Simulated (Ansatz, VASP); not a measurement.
**Os: VASP beside Ansatz**

```
CELL_PARAMETERS angstrom
2.75221 0.00000 0.00000
-1.37610 2.38348 0.00000
0.00000 0.00000 4.34831
ATOMIC_POSITIONS crystal
Os 0.33333 0.66667 0.25000
Os 0.66667 0.33333 0.75000
```

Change from the starting cell: volume scaled by 1.02.

Alike in both runs: task single point; functional PBEsol; k mesh 17 × 17 × 10; occupations fermi-dirac, width 0.08 eV; no spin polarisation.

```csv
,VASP,Ansatz
version,VASP 6.6.1,Ansatz 0.2.0
potentials or method,"VASP PAW PBE potentials, release 64 (Os), cutoff 520 eV","all-electron LAPW, scalar-relativistic"
```

VASP gave:

- pressure (GPa): -10.5
- largest component of the traceless stress (GPa): 0.82

Estimate Ansatz's values.

pressure (GPa): -10.6; largest component of the traceless stress (GPa): 0.77.

Ansatz ran all-electron here, so the differences hold the error of VASP's frozen core and of both bases.

Caveats: the PAW data sets were made with another functional, which shifts forces and pressure a little (VASP). The runs have no spin-orbit coupling, so splittings on Os are missing.
